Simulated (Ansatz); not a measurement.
A run of Ansatz 0.2.0 is set up as follows.

The input input.yaml:

```yaml
crystal:
  lattice: { a: 2.88558664, b: 2.88558664, c: 2.7521629, alpha: 90.0, beta: 90.0, gamma: 90.0 }
  space_group: 139
  reduce_to_primitive: true
  atoms:
    - { symbol: Cu, wyckoff: "2a", position: [0.0, 0.0, 0.0] }
hamiltonian:
  xc: revpbe
  pseudopotentials: { kind: paw, source: jth }
  hubbard: { sites: [{ species: Cu, l: d, u_eff: 3.5 }] }
kpoints:
  mp_grid: { grid: [13, 13, 13] }
scf:
  occupations: { method: methfessel_paxton, width: 0.1 }
output:
  forces: true
  stress: true
  eigenvalues: true
  bader: true
  populations: true
  write_density: true
  write_potential: true
  elf: true
  volumetric_format: npy
```

Potentials or basis: JTH PAW.

Run with:

```console
$ ansatz run input.yaml --threads 1 --pin off --max-ram 2560MiB --backend cpu --events-out ev --progress --plain --runs-dir out
```

Task: What does it give for the pressure?

Result: 12.5 GPa.

Task: Estimate the band gap on the k mesh.

Result: None (metal or under the smearing width).

Stress tensor (GPa, compression positive):
```
12.69  0.00  0.00
 0.00 12.69  0.00
 0.00  0.00 12.02
```

Caveat: U without spin polarisation on a metal has little footing; the U is typed as a test and isn't derived for this compound.
